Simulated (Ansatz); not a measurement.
InSb₃: do energies and stresses tell the same story?

Method: DFT PBE, scalar-relativistic, plane waves, PAW (Ansatz 0.2.0).

Settings: cutoff 420 eV, Γ-centred mesh 10×10×10 on the computed 4-atom cell, Gaussian smearing of 0.10 eV; no spin polarisation.

Relaxed cell: Fm-3m, a = 7.580 Å, b = 7.580 Å, c = 7.580 Å, α = 90.00°, β = 90.00°, γ = 90.00°, 4 atoms in the primitive cell. Whether it is the stable form of this composition wasn't checked.

Energies at zero smearing and pressures from the stress tensor, at volumes with shape and atoms relaxed:
| V (Å³/atom) | E − E(first) (meV/atom) | P (GPa) |
| --- | --- | --- |
| 25.589 | 0.00 | 3.85 |
| 26.406 | -14.13 | 1.79 |
| 27.222 | -18.50 | 0.05 |
| 28.039 | -14.75 | -1.40 |
| 28.856 | -4.37 | -2.60 |

Question: Check P = −dE/dV between neighbouring volumes, and get the bulk modulus from the pressures alone.

Answer: With 1 eV/Å³ = 160.2 GPa:
| middle V (Å³/atom) | −ΔE/ΔV (GPa) | mean P (GPa) |
| --- | --- | --- |
| 25.997 | 2.772 | 2.819 |
| 26.814 | 0.858 | 0.915 |
| 27.631 | -0.736 | -0.678 |
| 28.447 | -2.037 | -2.002 |

The two differ by 0.06 GPa at most. The mean of two end pressures misses the average over a step by about ΔV² P″/12, up to 0.03 GPa here; with that taken off 0.04 GPa remains. The stress is the derivative of the free energy, not of the energy at zero smearing, and with free energies 0.00 GPa remains. Around V = 27.222 Å³/atom, the two neighbours give B = −V ΔP/ΔV = 27.222 × 3.19 / 1.633 = 53.1 GPa, against B0 = 52.6 GPa from the Birch–Murnaghan fit of the energies.

Cost: 6 runs of about 1.1 core-minutes in all, on Intel Xeon 6975P-C (Granite Rapids) (shared hosts).